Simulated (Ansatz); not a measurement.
Ni:

```
CELL_PARAMETERS angstrom
0.00000 1.73757 1.73757
1.73757 0.00000 1.73757
1.73757 1.73757 0.00000
ATOMIC_POSITIONS crystal
Ni 0.00000 0.00000 0.00000
```

| Property | Result |
| --- | --- |
| Program | Ansatz 0.2.0 |
| Task | relaxation of cell and atoms |
| Functional | PBEsol |
| Dispersion | D3(BJ) |
| Potentials or basis | Ansatz PAW |
| Cutoff | 420 eV (not typed: the program's choice for these potentials) |
| k mesh | 13 × 13 × 13 |
| Occupations | fermi-dirac, width 0.05 eV |
| Spin | collinear spin, ferromagnetic start |
| Starting moments | [1.0] μB |

At the start: volume 10.49 Å³/atom.

Where does the relaxation end?

It ends after 5 steps and the volume is 10.08 Å³/atom (-3.9 %); space group Fm-3m (No. 225, to 0.05 Å); moment 0.63 μB per cell.

The path:
| step | energy change (eV) | largest force (eV/Å) | volume (Å³) |
| --- | --- | --- | --- |
| 1 | 0.0000 | 0.0000 | 10.49 |
| 2 | -0.0089 | 0.0000 | 10.29 |
| 3 | -0.0120 | 0.0000 | 10.07 |
| 4 | -0.0120 | 0.0000 | 10.08 |
| 5 | -0.0119 | 0.0000 | 10.08 |

Final structure:
```cif
data_structure
_symmetry_space_group_name_H-M 'P 1'
_symmetry_Int_Tables_number 1
_cell_length_a 2.4251
_cell_length_b 2.4251
_cell_length_c 2.4251
_cell_angle_alpha 60.000
_cell_angle_beta 60.000
_cell_angle_gamma 60.000
_cell_volume 10.08
loop_
_atom_site_label
_atom_site_type_symbol
_atom_site_fract_x
_atom_site_fract_y
_atom_site_fract_z
_atom_site_occupancy
Ni1 Ni 0.00000 0.00000 0.00000 1
```

Caveat: the plane-wave basis is chosen anew once the cell has moved, so the energies of steps on either side of that aren't comparable; the PAW data sets come from PBE, with cores solved anew for the run's functional, which leaves a small shift of forces and pressure.
